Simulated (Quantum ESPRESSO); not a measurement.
The system is PbF2 (Fluorocronite).

```
Pb F
1.0
     0.00000    2.96366    2.96366
     2.96366    0.00000    2.96366
     2.96366    2.96366    0.00000
Pb F
1 2
Direct
  0.00000 0.00000 0.00000
  0.75000 0.75000 0.75000
  0.25000 0.25000 0.25000
```

| Quantity | Value |
| --- | --- |
| Program | Quantum ESPRESSO 7.5 |
| Task | phonons |
| Functional | PBE |
| Potentials or basis | SG15 PBE 1.2 |
| Cutoff | 1197 eV |
| Density cutoff | 4789 eV |
| k mesh | 4 × 4 × 4, shifted |
| Occupations | fermi-dirac, width 0.05 eV |
| Spin | no spin polarisation |
| Mixing beta | 0.5 |
| Most SCF iterations | 120 |
| SCF threshold | 6e-10 Ry |

The first run showed a gap, so the response started from a second, tighter run with fixed occupations.

Problem. Which optical modes does the crystal have at the zone centre, and which show in infrared and Raman spectra?

Solution. The optical modes are T1u + T2g. Infrared active: T1u. Raman active: T2g.

Optical modes at Γ, degenerate ones joined, polar ones without the macroscopic field:
| cm⁻¹ | components | symmetry | active in | IR intensity, summed ((D/Å)²/amu) |
| --- | --- | --- | --- | --- |
| 129 | 3 | T1u | IR | 21.69 |
| 280 | 3 | T2g | Raman | 0.00 |

Zone-centre frequencies without and with the macroscopic field along z (cm⁻¹):
|  | optical modes in rising order |
| --- | --- |
| without | 129 129 129 280 280 280 |
| with the field | 129 129 280 280 280 326 |

Caveat: before the sum rule the acoustic modes lie tens of cm⁻¹ from zero, a sign that the density grid also shifts the optical modes.
